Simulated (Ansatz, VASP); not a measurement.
## Two plane-wave programs on Sc

```
Sc
1.0
     3.22521    0.00000    0.00000
    -1.61261    2.79311    0.00000
     0.00000    0.00000    5.03125
Sc
2
Direct
  0.33333 0.66667 0.25000
  0.66667 0.33333 0.75000
```

Alike in both runs: functional LDA; k mesh 12 × 12 × 8; occupations fermi-dirac, width 0.15 eV; no spin polarisation.

Ansatz relaxed the structure, and its values are those at the end. VASP's run is a single point on that final structure, the one shown.

|  | VASP | Ansatz |
| --- | --- | --- |
| version | VASP 6.6.1 | Ansatz 0.2.0 |
| potentials or method | VASP PAW LDA potentials, release 64 (Sc_sv) | scalar-relativistic, plane waves, PAW |
| plane-wave cutoff (eV) | 520 | 420 |
| valence electrons in the cell | 22 | 22 |

|  | VASP | Ansatz | Ansatz less VASP |
| --- | --- | --- | --- |
| gap on the k mesh at the Fermi level (eV) | none | none | - |
| pressure (GPa) | 0.1 | 0.0 | -0.09 |

A gap of «none» marks a metal or a gap that the smearing closes. Ansatz warned: «pseudo_functional_mismatch».
